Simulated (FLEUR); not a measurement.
Crystal: CO2.

```
O C
1.0
    -1.97473    1.97473    3.01406
     1.97473   -1.97473    3.01406
     1.97473    1.97473   -3.01406
O C
4 2
Cartesian
  1.3223 0.9874 3.7676
  0.6525 0.9874 0.7535
  2.9621 0.6525 -0.7535
  -0.9874 1.3223 2.2605
  0.0000 0.0000 0.0000
  0.0000 1.9747 1.5070
```

The cell comes from a database or a generator and needn't be the stable form of this composition.

Base run:

| Quantity | Value |
| --- | --- |
| Program | FLEUR MaX-R8.1 (later development tree) |
| Functional | LDA |
| Potentials or basis | all-electron |
| Basis | FLAPW |
| Kmax | 5.85 1/bohr |
| k mesh | 9 × 9 × 9 |
| Occupations | fermi-dirac, width 0.05 eV |
| Spin | no spin polarisation |

Its results: band gap on the k mesh 7.45 eV, indirect (least direct gap 7.93 eV).

Task: The run is repeated on the same cell with these changes: functional from LDA to PBEsol. What comes out?

Result: Band gap on the k mesh 7.57 eV, indirect (least direct gap 8.04 eV).

Not every run made on this cell is shown here.
